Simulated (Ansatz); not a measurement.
The calculation used DFT PBE, scalar-relativistic, plane waves, PAW in Ansatz. All cells share a 420 eV cutoff and Γ-centred k meshes spaced at most about 0.3 Å⁻¹ (about 0.25 or finer for metals, 2π included). No spin polarisation in the final relaxations.

Temperature and zero-point effects are left out.

Compare these two cells of P, each relaxed at this level.

A.

Space group Fm-3m (No. 225). a = 8.628 Å, b = 8.628 Å, c = 8.628 Å, α = 90.00°, β = 90.00°, γ = 90.00°
```csv
atom,site,symmetry,x,y,z
P,32f,.3m,0.3657,0.3657,0.8657
```

B.

Space group P6/mmm (No. 191). a = 4.097 Å, b = 4.097 Å, c = 2.357 Å, α = 90.00°, β = 90.00°, γ = 120.00°
| atom | site | symmetry | x | y | z |
| --- | --- | --- | --- | --- | --- |
| P | 2c | -6m2 | 0.3333 | 0.6667 | 0.0000 |

Problem. Which form is favoured at zero pressure, and by what margin per atom?

Solution. B is lower, by 83 meV/atom. A has space group Fm-3m (No. 225), 20.1 Å³/atom and no gap on its mesh; B has space group P6/mmm (No. 191), 17.1 Å³/atom and no gap. Counting all near atoms (those within 1.25 times the shortest such distance or 1.15 times the sum of covalent radii, 1.27 where that leaves under three; a plus sign parts nearer from farther groups), A has P 3+3 and B has P 5. Both come from invented guesses. A third cell relaxed alike, in R-3m, lies 229 meV/atom below the lower of the two. The part of the Crystallography Open Database at hand lists P in space groups No. 2, 13, 64, 123; no cell shown has one of them.

Weakly bound directions are ill-defined at this level, which has no dispersion term (Fm-3m), and this can change margins and order among such cells. Cells relaxed within their symmetry can be saddle points.
